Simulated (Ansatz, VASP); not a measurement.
**Cross-check of GaSb between VASP and Ansatz**

Wanted: the spread between two codes on one cell, functional and k mesh. The cell is taken from a series of VASP runs on this material, whose earlier steps may have relaxed, scaled or displaced it; both programs get it as it stands.

Calculated with Ansatz 0.2.0; plane waves, with VASP 6.6.1 beside it; band structure at LDA and single point at LDA.

## (1) The structure

The structure is cubic, space group F-43m (No. 216). Conventional cell: a = 6.051 Å, b = 6.051 Å, c = 6.051 Å, α = 90.00°, β = 90.00°, γ = 90.00°. Nearest to Ga lie 4 Sb at 2.62 Å. Nearest to Sb lie 4 Ga at 2.62 Å. Farther neighbours are not listed.

## (2) Ansatz: band structure, LDA

Ansatz runs on its default PAW (the set named soft_2) files.

The same path points are solved in both programs, so levels can be compared one by one.

File input.yaml:

```yaml
crystal:
  lattice:
    - [0.0, 3.0255603118, 3.0255603118]
    - [3.0255603118, 0.0, 3.0255603118]
    - [3.0255603118, 3.0255603118, 0.0]
  atoms:
    - { symbol: Ga, position: [0.0, 0.0, 0.0] }
    - { symbol: Sb, position: [0.75, 0.75, 0.75] }
hamiltonian:
  xc: lda
  pseudopotentials: { kind: paw }
kpoints:
  mp_grid: { grid: [8, 8, 8] }
  band_path:
    path:
      - [0.0, 0.0, 0.0]
      - [0.16667, 0.0, 0.16667]
      - [0.33333, 0.0, 0.33333]
      - [0.5, 0.0, 0.5]
      - [0.5, 0.08333, 0.58333]
      - [0.5, 0.18333, 0.68333]
      - [0.5, 0.25, 0.75]
      - [0.45, 0.3, 0.75]
      - [0.40833, 0.34167, 0.75]
      - [0.35, 0.35, 0.7]
      - [0.225, 0.225, 0.45]
      - [0.075, 0.075, 0.15]
      - [0.03333, 0.03333, 0.03333]
      - [0.23333, 0.23333, 0.23333]
      - [0.4, 0.4, 0.4]
      - [0.51667, 0.46667, 0.51667]
      - [0.55833, 0.38333, 0.55833]
      - [0.60833, 0.28333, 0.60833]
      - [0.60833, 0.25, 0.64167]
      - [0.55833, 0.25, 0.69167]
      - [0.51667, 0.25, 0.73333]
      - [0.5, 0.3, 0.7]
      - [0.5, 0.38333, 0.61667]
      - [0.5, 0.48333, 0.51667]
      - [0.475, 0.475, 0.55]
      - [0.425, 0.425, 0.65]
      - [0.38333, 0.38333, 0.73333]
      - [0.59167, 0.18333, 0.59167]
      - [0.55, 0.1, 0.55]
      - [0.5, 0.0, 0.5]
    npoints: 1
scf:
  occupations: { method: gaussian, width: 0.05 }
  n_extra_bands: 7
output:
  forces: true
  stress: true
  eigenvalues: true
```

The run is started by

```bash
ansatz run input.yaml --threads 2 --pin off --max-ram 4608MiB --backend cpu --events-out ev --progress --plain --runs-dir out
```

Numbers of over 12 decimals in the logs are rounded to 6 here.

The program printed:

```text
scf.n_extra_bands = 7 over 14 filled bands (N_el = 28.0): the run solves 21 bands
Engine: ansatz 0.2.0, aarch64-unknown-linux-gnu
Pseudopotentials: kind: paw
Pseudopotential: Ga, paw, valence charge 13, recommended cutoff 420 eV (normal), Ga.paw.azcp
Pseudopotential: Sb, paw, valence charge 15, recommended cutoff 420 eV (normal), Sb.paw.azcp
Functional definition: SPW92
  exchange = slater_x
  correlation = pw_c
Crystal: 2 atoms, lattice volume = 55.392 Å³
Basis set: ecut = 420 eV, 1067 PW (Γ)
Bands: 21, of which v1, the nominal top of the filled ones, is band 14 counted from 1 (13 counted from 0)
Symmetry: 24 space group operations
Space group: F-43m (ITA 216), of the structure as read, at distance tolerance 3.8e-5 Å
k-points: 29 of 512 (time reversal used)
Non-local potential: Ga, projectors of the file, l = 0: 2, l = 1: 2, l = 2: 3, l = 3: 1
Non-local potential: Sb, projectors of the file, l = 0: 2, l = 1: 2, l = 2: 2, l = 3: 2
PAW form: soft (Blöchl's): semilocal exchange-correlation on the pseudo side does not see the compensation charge
PAW frozen core: Ga, regenerated for the run's functional, and the local potential with it (the file was generated under x = pbe(κ = 0.804, μ = 0.219515), c = pbe(β = 0.066725))
PAW frozen core: Sb, regenerated for the run's functional, and the local potential with it (the file was generated under x = pbe(κ = 0.804, μ = 0.219515), c = pbe(β = 0.066725))
PAW one-centre angular grid: Ga, 590 points (default); XC on 64 Gauss nodes
PAW one-centre angular grid: Sb, 590 points (default); XC on 64 Gauss nodes
Initial density: superposition of atomic densities (neutral atoms: chi_scale 0, normalization atom), corrected by the library's trained network
Initial wavefunctions: pseudopotential atomic-orbital guess
Functional: x = slater, c = lda
SCF iter   1: F=—  HF=-10043.049460 eV  |F-HF|=—  |Δ(HF+E_count)|=         —  Δρ=5.55e-3  dr2=7.85e-3  ethr=1.77e-3  ⟨swp⟩=6.2  Hψ=3253  notcnv=0
preconditioner: auto → Kerker (q_TF=auto, 2.435 Å⁻¹)  [metal: Δε(μ)=0.043 eV  Ē_g=16.929 eV  σ=0.050 eV  W_gap=0.42  n_scr=14 (ndim 8)  ℏωp=21.2 eV  f_vac=0.085  D(μ)=0.12/eV (n_scr^D=0)]
SCF iter   2: F=—  HF=-10043.046330 eV  |F-HF|=—  |Δ(HF+E_count)|=   3.13e-3  Δρ=3.27e-3  dr2=2.97e-3  ethr=2.80e-5  ⟨swp⟩=2.2  Hψ=1033  notcnv=0  defer=6
SCF iter   3: F=—  HF=-10043.045805 eV  |F-HF|=—  |Δ(HF+E_count)|=   5.25e-4  Δρ=6.46e-4  dr2=1.71e-4  ethr=1.06e-5  ⟨swp⟩=2.2  Hψ=937  notcnv=0  defer=6
SCF iter   4: F=—  HF=-10043.045756 eV  |F-HF|=—  |Δ(HF+E_count)|=   4.91e-5  Δρ=2.50e-4  dr2=5.16e-5  ethr=6.12e-7  ⟨swp⟩=2.0  Hψ=944  notcnv=0  defer=6
SCF iter   5: F=—  HF=-10043.045752 eV  |F-HF|=—  |Δ(HF+E_count)|=   4.06e-6  Δρ=1.22e-4  dr2=1.27e-5  ethr=1.84e-7  ⟨swp⟩=2.3  Hψ=953  notcnv=0  defer=6
SCF iter   6: F=—  HF=-10043.045754 eV  |F-HF|=—  |Δ(HF+E_count)|=   2.78e-6  Δρ=4.68e-5  dr2=1.73e-6  ethr=4.53e-8  ⟨swp⟩=2.0  Hψ=714  notcnv=0  defer=6
SCF iter   7: F=—  HF=-10043.045755 eV  |F-HF|=—  |Δ(HF+E_count)|=   8.14e-8  Δρ=5.07e-5  dr2=8.65e-7  ethr=6.18e-9  ⟨swp⟩=2.0  Hψ=799  notcnv=0  defer=6
SCF iter   8: F=-10043.045754 eV  HF=-10043.045754 eV  |F-HF|=3.97e-8  |Δ(HF+E_count)|=   5.54e-7  Δρ=9.88e-6  dr2=4.15e-8  ethr=3.57e-10  ⟨swp⟩=7.8  Hψ=3310  notcnv=0
SCF 1 converged in 8 iterations: F = -10043.045754 eV  dr2 = 4.15e-8
  greatest PAW one-centre occupation: 0.998 electrons in one spin orbital (limit 2), on the Sb atom at site 1 (counted from 0), in its partial waves of l = 2
NSCF: frozen V_eff on 30 k-points
SCF converged after 8 iterations
Free energy (F): -10043.045754 eV
Harris-Foulkes:  -10043.045754 eV  (|F-HF|=3.97e-8)
Internal energy: -10043.045622 eV  (E = F + TS)
E sigma→0 (E₀):  -10043.045688 eV
Entropy (-TS):   -0.000132 eV (-0.066 meV/atom)
Fermi energy:    7.864249 eV
--- Per-component energies (eV) ---
  E_band       = -260.374058
  E_kinetic    = 325.629075
  E_local      = -3878.935101  (includes V_loc(G=0)·N_el)
  E_nonlocal   = 793.277400
  E_hartree    = 1783.103685
  E_xc         = -207.000000
  E_vxc        = -156.357546  (∫ρ·V_xc dr)
  E_paw        = -6339.924942  (= ΣΔE_a)
  E_vpaw       = -910.207032  (= ΣTr[D̂ρ^β])
  E_aug_tail   = -0.000125  (compensation charges beyond the density's cutoff)
  E_ewald      = -2521.482918
  E_core_change = 2.287303  (= ΣΔE_core)
  E_smearing   = -0.000132  (= −TS)
  E_closure    = 0.000000  (closes the sum)
  Σ components = -10043.045754   (vs F -10043.045754, Δ=0.00e0)
--- Forces (eV/Å), atoms counted from 1 ---
  atom   1  Ga    -0.00000000     0.00000000    -0.00000000
  atom   2  Sb     0.00000000    -0.00000000    -0.00000000
  max |Σ_I F_I| component: 4.63e-17 eV/Å
--- Stress (GPa, compression-positive) ---
       -0.081507       0.000000      -0.000000
       -0.000000      -0.081507       0.000000
        0.000000       0.000000      -0.081507
  P = ⅓ Tr σ = -0.0815 GPa (-0.815 kbar)
--- Band table (eV; the first three rows and the last of 29) ---
  k-point 0: bands = [... 10 lower, -3.9480, 7.8219, 7.8219, 7.8219, 7.8781, 10.5871, 10.5871, 10.5871, ... 3 higher]
  k-point 1: bands = [... 10 lower, -3.7819, 5.7657, 7.5552, 7.5552, 8.8551, 10.9477, 10.9477, 11.2504, ... 3 higher]
  k-point 2: bands = [... 10 lower, -3.3083, 3.6839, 7.0876, 7.0876, 8.5930, 11.4763, 11.4763, 13.0542, ... 3 higher]
  k-point 28: bands = [... 10 lower, -1.3394, 0.9712, 4.3153, 4.5402, 11.5601, 12.1023, 12.2452, 12.5442, ... 3 higher]
```

Elapsed: 7.3 s, on 2 threads of Arm Neoverse N1, shared host; peak memory 0.33 GiB; 12 s of CPU time.

## (3) VASP: band structure, LDA

The same cell, functional (in two slightly different forms), mesh and smearing now go to VASP, with its own data sets and cutoff.

Lines of VASP's logs that name or quote its potential files are left out, and so is its time.

File INCAR:

```
SYSTEM = GaSb
PREC = Accurate
ENCUT = 400
EDIFF = 1E-06
NELM = 100
ISMEAR = 0
SIGMA = 0.05
LREAL = .FALSE.
ALGO = Normal
GGA = CA
NBANDS = 21
LORBIT = 11
LWAVE = .FALSE.
LCHARG = .FALSE.
KPAR = 2
```

File POSCAR:

```
GaSb
1.0
    0.0000000000      3.0255603118      3.0255603118
    3.0255603118      0.0000000000      3.0255603118
    3.0255603118      3.0255603118      0.0000000000
Ga Sb
1 1
Direct
    0.0000000000      0.0000000000      0.0000000000
    0.7500000000      0.7500000000      0.7500000000
```

File KPOINTS:

```
Automatic mesh
0
Gamma
8 8 8
0 0 0
```

File KPOINTS_OPT:

```
Line mode
16
Line-mode
Reciprocal
  0.00000000   0.00000000   0.00000000 GAMMA
  0.50000000   0.00000000   0.50000000 X

  0.50000000   0.00000000   0.50000000 X
  0.50000000   0.25000000   0.75000000 W

  0.50000000   0.25000000   0.75000000 W
  0.37500000   0.37500000   0.75000000 K

  0.37500000   0.37500000   0.75000000 K
  0.00000000   0.00000000   0.00000000 GAMMA

  0.00000000   0.00000000   0.00000000 GAMMA
  0.50000000   0.50000000   0.50000000 L

  0.50000000   0.50000000   0.50000000 L
  0.62500000   0.25000000   0.62500000 U

  0.62500000   0.25000000   0.62500000 U
  0.50000000   0.25000000   0.75000000 W

  0.50000000   0.25000000   0.75000000 W
  0.50000000   0.50000000   0.50000000 L

  0.50000000   0.50000000   0.50000000 L
  0.37500000   0.37500000   0.75000000 K

  0.62500000   0.25000000   0.62500000 U
  0.50000000   0.00000000   0.50000000 X
```

PAW data sets: Ga_d and Sb (LDA family, release 64).

The run is started by

```bash
mpirun -np 2 vasp_std
```

The program printed:

```text
[banner, memory and clock lines left out]
running    2 mpi-ranks, on    1 nodes
 distrk:  each k-point on    1 cores,    2 groups
 distr:  one band on    1 cores,    1 groups

 POSCAR found type information on POSCAR GaSb
 POSCAR found :  2 types and       2 ions
 LDA part: xc-table for (Slater(with rela. corr.)+CA(PZ))
 , standard interpolation
 POSCAR, INCAR and KPOINTS ok, starting setup
 FFT: planning ... GRIDC
 FFT: planning ... GRID_SOFT
 FFT: planning ... GRID
 WAVECAR not read
 entering main loop
       N       E                     dE             d eps       ncg     rms          rms(c)
DAV:   1     0.944531317022E+02    0.94453E+02   -0.70215E+03  1282   0.931E+02
DAV:   2     0.109571782589E+01   -0.93357E+02   -0.88314E+02  1294   0.260E+02
DAV:   3    -0.859201969696E+01   -0.96877E+01   -0.96269E+01  1475   0.611E+01
DAV:   4    -0.879151178668E+01   -0.19949E+00   -0.19941E+00  1434   0.962E+00
DAV:   5    -0.879541929995E+01   -0.39075E-02   -0.39074E-02  1492   0.128E+00    0.345E+00
DAV:   6    -0.870324266743E+01    0.92177E-01   -0.56512E-02  1740   0.319E+00    0.197E+00
DAV:   7    -0.866601751451E+01    0.37225E-01   -0.40241E-02  1454   0.132E+00    0.312E-01
DAV:   8    -0.866576917478E+01    0.24834E-03   -0.47564E-03  1388   0.597E-01    0.120E-01
DAV:   9    -0.866585214866E+01   -0.82974E-04   -0.36366E-04  1546   0.138E-01    0.483E-02
DAV:  10    -0.866583981049E+01    0.12338E-04   -0.22297E-05  1480   0.427E-02    0.128E-02
DAV:  11    -0.866584186441E+01   -0.20539E-05   -0.34844E-06  1436   0.117E-02    0.762E-03
DAV:  12    -0.866584179845E+01    0.65954E-07   -0.20497E-07   924   0.357E-03
   1 F= -.86658418E+01 E0= -.86658144E+01  d E =-.548092E-04
 Start KPOINTS_OPT (optional k-point list driver)
k-point batch [1-29\160]
       N       E                     dE             ncg
DAV:   1     0.723604291444E+02   -0.11412E+05     1282
DAV:   2    -0.263867549872E+04   -0.27110E+04     1299
DAV:   3    -0.291774853172E+04   -0.27907E+03     1495
DAV:   4    -0.292353593798E+04   -0.57874E+01     1496
DAV:   5    -0.292363887716E+04   -0.10294E+00     1489
DAV:   6    -0.292364320040E+04   -0.43232E-02     1772
DAV:   7    -0.292364326046E+04   -0.60058E-04     1538
DAV:   8    -0.292364326190E+04   -0.14340E-05     1263
DAV:   9    -0.292364326197E+04   -0.74658E-07      975
[...]
k-point batch [146-160\160]
       N       E                     dE             ncg
DAV:   1     0.708140708731E+04   -0.80412E+04      655
DAV:   2     0.562046028793E+04   -0.14609E+04      683
DAV:   3     0.546444413693E+04   -0.15602E+03      826
DAV:   4     0.546124758718E+04   -0.31965E+01      790
DAV:   5     0.546119431435E+04   -0.53273E-01      791
DAV:   6     0.546119166669E+04   -0.26477E-02      908
DAV:   7     0.546119164377E+04   -0.22927E-04      810
DAV:   8     0.546119164251E+04   -0.12616E-05      663
DAV:   9     0.546119164248E+04   -0.24233E-07      516
```

OUTCAR, selected parts (step 3):

```text
ion  position               nearest neighbor table
   1  0.000  0.000  0.000-   2 2.62   2 2.62   2 2.62   2 2.62
   2  0.750  0.750  0.750-   1 2.62   1 2.62   1 2.62   1 2.62

  LATTYP: Found a face centered cubic cell.
 ALAT       =     6.0511206236

 Subroutine GETGRP returns: Found 24 space group operations
 (whereof 24 operations were pure point group operations)

The static configuration has the point symmetry T_d .

 Found     29 irreducible k-points:

   k-points           NKPTS =     29   k-points in BZ     NKDIM =     29   number of bands    NBANDS=     21

   dimension x,y,z NGX =    28 NGY =   28 NGZ =   28
   dimension x,y,z NGXF=    56 NGYF=   56 NGZF=   56

   ENCUT  =  400.0 eV  29.40 Ry    5.42 a.u.   6.98  6.98  6.98*2*pi/ulx,y,z

   NELECT =      18.0000    total number of electrons

 k-points in reciprocal lattice and weights: Automatic mesh
   0.00000000  0.00000000  0.00000000       0.002
   0.12500000  0.00000000  0.00000000       0.016
   0.25000000  0.00000000  0.00000000       0.016
   0.37500000  0.00000000  0.00000000       0.016
   0.50000000  0.00000000  0.00000000       0.008
   0.12500000  0.12500000  0.00000000       0.012
   0.25000000  0.12500000  0.00000000       0.047
   0.37500000  0.12500000  0.00000000       0.047
   0.50000000  0.12500000  0.00000000       0.047
[...]
-0.37500000  0.50000000  0.12500000       0.023
  -0.25000000  0.50000000  0.25000000       0.012

 average (electrostatic) potential at core
       1 -66.5907       2 -88.3456

 E-fermi :   5.0911

 k-point     1 :       0.0000    0.0000    0.0000
  band No.  band energies     occupation
    ...
      5     -10.1338      2.00000
      6      -6.7245      2.00000
      7       5.0262      1.93362
      8       5.0262      1.93362
      9       5.0262      1.93362
     10       5.1365      0.19914
     11       7.7648      0.00000
     12       7.7648      0.00000
     13       7.7648      0.00000
     14      10.6651      0.00000
    ...

 k-point     2 :       0.1250    0.0000    0.0000
  band No.  band energies     occupation
    ...
      5     -10.1341      2.00000
      6      -6.5581      2.00000
      7       2.9862      2.00000
      8       4.7576      2.00000
      9       4.7576      2.00000
     10       6.0811      0.00000
     11       8.1251      0.00000
     12       8.1251      0.00000
     13       8.4437      0.00000
     14      11.5399      0.00000
    ...

 k-point     3 :       0.2500    0.0000    0.0000
  band No.  band energies     occupation
    ...
      5     -10.1344      2.00000
      6      -6.0832      2.00000
      7       0.8955      2.00000
      8       4.2879      2.00000
      9       4.2879      2.00000
     10       5.8123      0.00000
     11       8.6502      0.00000
     12       8.6502      0.00000
     13      10.2551      0.00000
     14      12.0809      0.00000
    ...

  Total       -0.0201870     -0.0201870     -0.0201870      0.0000000      0.0000000      0.0000000
  in kB       -0.5838947     -0.5838947     -0.5838947      0.0000000      0.0000000      0.0000000
  external PRESSURE =      -0.5838947 kB  Pullay stress =       0.0000000 kB

  energy-cutoff  :      400.00
  volume of cell :       55.39
      direct lattice vectors                 reciprocal lattice vectors
     0.000000000  3.025560312  3.025560312    -0.165258646  0.165258646  0.165258646
     3.025560312  0.000000000  3.025560312     0.165258646 -0.165258646  0.165258646
     3.025560312  3.025560312  0.000000000     0.165258646  0.165258646 -0.165258646

 POSITION                                       TOTAL-FORCE (eV/Angst)
 -----------------------------------------------------------------------------------
      0.00000      0.00000      0.00000        -0.000000     -0.000000     -0.000000
      4.53834      4.53834      4.53834         0.000000      0.000000      0.000000
 -----------------------------------------------------------------------------------
    total drift:                               -0.000001     -0.000001     -0.000001

  FREE ENERGIE OF THE ION-ELECTRON SYSTEM (eV)
  ---------------------------------------------------
  free  energy   TOTEN  =        -8.6658417985 eV

  energy  without entropy=       -8.6657869893  energy(sigma->0) =       -8.66581439

 total charge
# of ion       s       p       d       tot
------------------------------------------
    1        0.918   0.800   9.966  11.685
    2        1.135   1.366   0.031   2.531
--------------------------------------------------
tot          2.053   2.166   9.997  14.216

[... 3 further parts left out ...]
```

The run ends at a pressure of -0.06 GPa.

(Continued in part 2 of 2.)

[Lines on the potential files, build, host, timing and source positions are cut from VASP's logs without a mark.]

[Logs are printed without paths, hosts, clocks, repeated set-up lines and the standing remarks that a program may print on its own settings, such as how far it seeks lower states.]

[Hosts, paths, dates, database ids (printed as entryN), source tags and the programs' standing remarks are cut or masked in the printed files.]
